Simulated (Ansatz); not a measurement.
Here is an Ansatz 0.2.0 calculation.

Contents of input.yaml:

```yaml
crystal:
  lattice:
    - [0.0, 3.205, 3.205]
    - [3.205, 0.0, 3.205]
    - [3.205, 3.205, 0.0]
  atoms:
    - { symbol: Te, position: [0.75, 0.75, 0.75] }
    - { symbol: Cd, position: [0.0, 0.0, 0.0] }
kpoints:
  mp_grid: { grid: [7, 7, 7] }
scf:
  occupations: { method: gaussian, width: 0.1 }
hamiltonian:
  xc: pbesol
  pseudopotentials: { kind: all_electron, lapw: { basis_error: 0.001 } }
output:
  forces: true
  stress: true
  eigenvalues: true
```

Potentials or basis: all-electron LAPW, scalar-relativistic.

The run is started by

```sh
$ ansatz run input.yaml --threads 1 --pin off --max-ram 3072MiB --backend cpu --events-out ev --progress --plain --runs-dir out
```

(1) Predict the band gap on the k mesh.

(2) What does it give for the pressure?

Answers

(1) 0.76 eV, direct.

(2) 1.7 GPa.

Caveat: spin-orbit coupling is left out, which moves the levels of the heavy elements.

**What was measured.**

From a printed reference work, data compilation, for a bulk crystal of CdTe at 0 K: band gap 1.607 eV.

Measured gap of CdTe: 1.607 eV (0 K; a printed reference work, data compilation). This calculation gives 0.76 eV (-0.85 eV). Spin-orbit coupling on Cd, Te is left out. The value is that of PBEsol, without temperature or zero-point motion. Semilocal functionals fall short of measured gaps as a rule.
